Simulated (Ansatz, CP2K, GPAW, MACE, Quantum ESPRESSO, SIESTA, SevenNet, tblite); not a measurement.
# Generalised stacking fault on (110) of BePd (80 atoms): other programs against plane waves

Aim: forces, pressure of generalised stacking fault on (110) of BePd (80 atoms) at one geometry, from other programs and methods, against plane-wave PBE.

Results are calculated, not measured.

In doubt: a PseudoDojo file used here is known to give poor structures and forces (SIESTA), which bears on pressures, cells, forces and phonons.

## (1) The structure

The cell holds 80 atoms (40 Be and 40 Pd), with edges of 5.63, 7.96 and 20.06 Å. Recipe: CsCl-type BePd (a = 2.813 Å), cell with z along [110], 2 x 2 x 5 periods; the third cell vector is tilted by 0.917 of [001] and lengthened by 0 Å, so the cell holds one fault; displaced by a Gaussian of 0.01 Å. Then every atom was moved at random, 0.03 Å r.m.s. a Cartesian component. The density is 8.61 g/cm³.

## (2) The reference input

Quantum ESPRESSO 7.5: Kohn-Sham DFT, PBE, SSSP efficiency 1.3.0 pseudopotentials, plane waves. Its input, pw.in:

```
&control
  calculation = 'scf'
  pseudo_dir = './pseudo'
  outdir = './tmp'
  disk_io = 'none'
  tprnfor = .true.
  tstress = .true.
/
&system
  ibrav = 0
  nat = 80
  ntyp = 2
  ecutwfc = 45
  ecutrho = 360
  nosym = .true.
  occupations = 'smearing'
  smearing = 'fd'
  degauss = 0.003675
/
&electrons
  conv_thr = 4.0e-07
  electron_maxstep = 100
  mixing_beta = 0.2
  mixing_mode = 'local-TF'
  diagonalization = 'david'
/
ATOMIC_SPECIES
Be 9.012 Be.upf
Pd 106.420 Pd.upf
CELL_PARAMETERS angstrom
5.62600 0.00000 0.00000
0.00000 7.95637 0.00000
2.57856 0.00000 19.89091
ATOMIC_POSITIONS crystal
Be 0.53927 0.00646 0.99965
Pd 0.20580 0.99251 0.09939
Be 0.03506 0.00483 0.00032
Pd 0.69630 0.99659 0.09861
[... 74 atom lines left out ...]
Be 0.09124 0.75033 0.89812
Pd 0.28620 0.74519 0.99939
K_POINTS gamma
```

```console
$ OMP_NUM_THREADS=1 mpirun -np 4 pw.x -in pw.in > output.txt
```

Elapsed: 3.2 min, on 4 MPI ranks of Intel Xeon Platinum 8259CL at 2.50GHz (Skylake/Cascade Lake), shared host; peak memory 2.2 GiB; 13 min of CPU time.

It converged with an r.m.s. force component of 0.27 eV/Å and a pressure of 6.4 GPa.

## (3) What was run beside it

- CP2K 2026.2: Gaussian basis with GTH pseudopotentials and a plane-wave density; labels give functional, basis (MOLOPT sets; SR short-range, UZH the newer set with its own potentials), grid cutoff/relative cutoff and solver (OT: orbital transformation; TRS4, TC2, SIGN: linear-scaling purification with its sparsity filter), or its built-in tight binding.
- GPAW 26.7.0: PAW with atomic orbitals (LCAO), plane waves or a real-space grid of spacing h.
- MACE: machine-learned potential, published weights.
- SIESTA 5.4.2: numerical atomic orbitals, whose automatically made sets are far from complete, with PseudoDojo norm-conserving potentials that we converted to its format (checked against plane waves on the same files for H, C, O, Si, Ge and Ca alone); labels give functional, basis size, energy shift and mesh cutoff.
- SevenNet: machine-learned potential, published weights.
- tblite 0.8.0: extended tight binding, driven from Python.

All use the same cell and atoms, and the electronic-structure runs the same k-mesh.

## (4) Side by side

Differences are against the reference: forces as r.m.s. over components, share as that over the reference's r.m.s. force, slope as the fitted ratio of a run's forces to the reference's.

```
                                                run  Δ force, r.m.s. (meV/Å)  share (%)  slope  Δ pressure (GPa)  cores  CPU time  memory (GiB)
                                          reference                        -          -      -                 -      4    13 min           2.2
     CP2K PBE, DZVP-UZH, 600/50 Ry, diagonalisation                     30.7       11.4  1.089              4.67      4    62 min           6.3
                             GPAW PBE, grid h 0.2 Å                     13.2       4.91  1.006                 -      4    63 min           3.0
                       MACE MP-0b3 medium potential                      110       40.9  0.879             -3.19      1      13 s           1.1
                        MACE MPA-0 medium potential                      116       43.0  0.929             -2.21      1      14 s           1.0
SIESTA PBE, DZ, shift 0.01 Ry, mesh 300 Ry (coarse)                      221       82.0  1.118              9.29      2   4.6 min          0.87
                               SevenNet 0 potential                      126       46.8  0.620             -2.05      1      14 s           1.1
                                    tblite GFN1-xTB                     91.7       34.1  0.723              14.7      1      49 s          0.12
```

Rows marked coarse were listed beforehand as settings not expected to be converged; some can still land near the reference.

Times of the machine-learned potentials are mostly Python's start and the loading of weights.

Runs without a result: GPAW PBE, LCAO dzp, h 0.2 Å (cut off at its time limit); SIESTA PBE, DZP, shift 0.01 Ry, mesh 300 Ry (stopped at the start); CP2K PBE, SZV-MOLOPT-SR, 600/50 Ry, diagonalisation (stopped at the start); SIESTA RPBE, PBE potentials, DZP, shift 0.01 Ry, mesh 300 Ry (stopped at the start); GPAW revPBE, LCAO dzp, h 0.2 Å (cut off at its time limit); GPAW PBE, LCAO dzp, h 0.2 Å, other mixer settings (cut off at its time limit); SIESTA PBE, DZP, shift 0.01 Ry, mesh 100 Ry (stopped at the start); GPAW PBE, LCAO szp(dzp), h 0.2 Å (cut off at its time limit).

CPU time is summed over cores on shared hosts, so it is rough.

## (5) Findings

Forces lie from 4.9 % (GPAW PBE, grid h 0.2 Å) to 82 % (SIESTA PBE, DZ, shift 0.01 Ry, mesh 300 Ry, coarse) of the reference's r.m.s. force of 0.27 eV/Å away from it. Other PBE runs on plane waves or a grid: GPAW PBE, grid h 0.2 Å 4.9 % of the r.m.s. force; the reference has errors of its own, so differences under a few per cent don't tell which side is nearer the exact PBE result. The PBE run in local orbitals, coarse settings apart, differs by 11 % (CP2K PBE, DZVP-UZH, 600/50 Ry, diagonalisation); basis, grid and potentials can all enter. Tight binding differs by 34 % (tblite GFN1-xTB); it is another model, with fitted parameters of its own, and the xTB methods hold dispersion.

Machine-learned potentials differ by 41 % (MACE MP-0b3 medium potential) to 47 % (SevenNet 0 potential); they were trained on other programs' data. The reference samples few k-points for this cell, and its sampling error, which other DFT runs on the same mesh share, can be part of so large a difference. Among those trained on PBE data the slope goes as low as 0.62. Runs with settings chosen to be coarse differ by 82 % (SIESTA PBE, DZ, shift 0.01 Ry, mesh 300 Ry), their programs' other errors included. Pressures at PBE, coarse settings apart, lie +4.67 GPa from the reference's.

**Limits.** Periodic xTB results under one method name differ between programs and library versions. The potentials hold different valence shells: 880 electrons in the reference, 800 in CP2K with DZVP-UZH and 720 in GPAW; this bears on time and differences. The reference's pressure holds the uncorrected Pulay stress of its 45 Ry basis, so small pressure differences may be the reference's own error. A potential file of the SIESTA runs is in doubt, which bears on their forces and pressure. Machine-learned potentials mimic data converged in k, so the reference's own k-point error enters their differences. The cell is under 6 Å thick along one periodic direction, so every atom has periodic images of itself close by, which move with it. The reference's stress is far from hydrostatic: its diagonal is 16.0, 0.2, 3.0 GPa, compression counted positive. The host structure and its lattice constant were typed by rule, without a check against the phase diagram. The electronic-structure runs sample only Γ, in a cell whose shortest periodic width is 6 Å, which is coarse for a cell with partly filled levels. The reference's pressure of 6.4 GPa reflects the volume that the recipe set, positions that aren't this level's minimum and the coarse k-sampling. Spin–orbit coupling is left out. Where levels are smeared, the DFT runs use Fermi–Dirac occupations at 580 K (0.05 eV), and energies are free energies. The atoms were displaced at random, and shares hang on the size of the forces that this gives. The reference's cutoffs and mesh weren't converged further here.

[Logs are printed without paths, hosts, clocks, repeated set-up lines and the standing remarks that a program may print on its own settings, such as how far it seeks lower states.]

[Hosts, paths, dates, database ids (printed as entryN), source tags and the programs' standing remarks are cut or masked in the printed files.]

[Cells were taken only where this reference lay near another plane-wave run.]
